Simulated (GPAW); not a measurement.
The system is W.

```
CELL_PARAMETERS angstrom
0.00000 2.03000 2.03000
2.03000 0.00000 2.03000
2.03000 2.03000 0.00000
ATOMIC_POSITIONS crystal
W 0.00000 0.00000 0.00000
```

This isn't the form of W at room conditions, which is bcc.

| Property | Result |
| --- | --- |
| Program | GPAW 26.7.0 |
| Task | single point |
| Functional | PBEsol |
| Potentials or basis | PAW data sets generated in the run's folder for this functional |
| Cutoff | 600 eV |
| Basis | pw |
| k mesh | 11 × 11 × 11 |
| Occupations | fermi-dirac, width 0.05 eV |
| Spin | no spin polarisation |

On this cell: pressure -13.1 GPa; band gap on the k mesh none (metal or under the smearing width).

The same run follows on a disturbed copy (cell strained at random at fixed volume):

```
W
1.0
     0.01192    2.00823    2.03186
     2.02971    0.01106    2.03272
     2.05415    2.03352   -0.01337
W
1
Cartesian
  0.0111 0.0150 -0.0317
```

Question: What does the disturbed cell give?

Answer: The energy (extrapolated to zero smearing) moves by -4.4 meV/atom; pressure -13.0 GPa; band gap on the k mesh none (metal or under the smearing width).

Stress tensor (GPa, compression positive):
```
-12.39   2.39  -0.72
  2.39 -14.74  -1.01
 -0.72  -1.01 -11.87
```

The energy falls, though the first cell shows no forces: that form is unstable against this distortion, unless noise or another electronic state is at work.
